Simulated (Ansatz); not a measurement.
# How far is PAW off for Li2Se?

```xyz
3
Lattice="0.0000 3.0025 3.0025 3.0025 0.0000 3.0025 3.0025 3.0025 0.0000" Properties=species:S:1:pos:R:3 pbc="T T T"
Li    1.5012    1.5012    1.5012
Li    4.5038    4.5038    4.5038
Se    0.0000    0.0000    0.0000
```

Atom numbers follow the list: Li1, Li2, Se3.

The conventional cell has a = 6.005 Å, b = 6.005 Å, c = 6.005 Å, α = 90.00°, β = 90.00°, γ = 90.00°. Li (atom 1) is surrounded by 4 Se at 2.60 Å. Se (atom 3) has 8 Li at 2.60 Å as nearest neighbours.

The geometry is COD entry 1011373, unchecked; take it as a test cell.

Levels of theory: DFT, LDA, PAW with Ansatz's default frozen-core files, scalar-relativistic (Ansatz 0.2.0); DFT, LDA, all-electron PAW with datasets made for the crystal, scalar-relativistic (Ansatz 0.2.0); DFT, LDA, all-electron LAPW, scalar-relativistic (Ansatz 0.2.0).

For PAW: a Γ-centred 9×9×9 k mesh, Fermi–Dirac smearing of 0.03 eV, cutoff 420 eV, no spin polarisation; the PAW files were made with PBE, and the program remakes their frozen cores for this functional. The crystal-made all-electron datasets (AE datasets) take a cutoff of 160 eV at this cell. LAPW targets a basis error of 1 meV/atom. The Ansatz runs share mesh, smearing and spin set-up. Plane-wave (PAW) pressures include the program's estimate of the Pulay term.

Stress and pressure are positive in compression.

Levels count from the top of the valence band.

```json
{"quantity": "pressure (GPa)", "PAW": "-2.60", "AE datasets": "-2.58", "LAPW": "-2.58"}
{"quantity": "band gap (eV)", "PAW": "2.812", "AE datasets": "2.813", "LAPW": "2.813"}
{"quantity": "highest filled level at K (eV)", "PAW": "-1.191", "AE datasets": "-1.191", "LAPW": "-1.191"}
{"quantity": "lowest empty level at K (eV)", "PAW": "3.960", "AE datasets": "3.961", "LAPW": "3.961"}
{"quantity": "highest filled level at L (eV)", "PAW": "-0.536", "AE datasets": "-0.536", "LAPW": "-0.536"}
{"quantity": "lowest empty level at L (eV)", "PAW": "4.962", "AE datasets": "4.961", "LAPW": "4.961"}
{"quantity": "highest filled level at W (eV)", "PAW": "-1.793", "AE datasets": "-1.792", "LAPW": "-1.792"}
{"quantity": "lowest empty level at W (eV)", "PAW": "5.033", "AE datasets": "5.033", "LAPW": "5.032"}
```

PAW's pressure differs from the LAPW value by -0.02 GPa. Datasets made for the crystal and LAPW share parts of one code, so their agreement isn't an independent check.
